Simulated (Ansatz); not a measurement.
**GaP under strain — field gradients at the nuclei**

The cell is a COD entry, relaxed with PBE at fixed cell and then changed (z compressed by 2 %, ions relaxed).

```cif
data_structure
_symmetry_space_group_name_H-M 'P 1'
_symmetry_Int_Tables_number 1
_cell_length_a 3.8157
_cell_length_b 3.8157
_cell_length_c 3.8541
_cell_angle_alpha 59.667
_cell_angle_beta 59.667
_cell_angle_gamma 60.666
_cell_volume 39.67
loop_
_atom_site_label
_atom_site_type_symbol
_atom_site_fract_x
_atom_site_fract_y
_atom_site_fract_z
_atom_site_occupancy
Ga1 Ga 0.00000 0.00000 0.00000 1
P2 P 0.25000 0.25000 0.25000 1
```

Atom numbers follow the list; atoms alike are taken as one site, whose name carries the number of the first.

The numbers come from a DFT calculation in Ansatz (PBE, plane waves and PAW, scalar-relativistic, 420 eV cutoff, Γ-centred 14×14×14 k-points, Fermi–Dirac smearing 0.02 eV).

V_zz is the principal component of the electric field gradient with the largest magnitude, η = (V_xx − V_yy)/V_zz and C_Q = eQV_zz/h.

71Ga: I = 3/2, Q = 107.0 mb. Nuclear quadrupole moments: year-2017 set (Pyykkö).

(1) Which values are expected at the nuclei?

Answers

(1) 

```
site  atoms (order as listed)     first shell  V_xx, V_yy, V_zz (10²¹ V/m²)     η  C_Q (MHz)
  Ga                        1   4 P at 2.34 Å            -0.21, -0.21, 0.41  0.00       1.07
   P                        2  4 Ga at 2.34 Å             0.12, 0.12, -0.25  0.00          –
```

An axis of threefold or higher order runs through Ga and P, so V_zz lies along it and η is zero.

P has no stable isotope with a ground-state quadrupole moment in the table, so no C_Q is given.
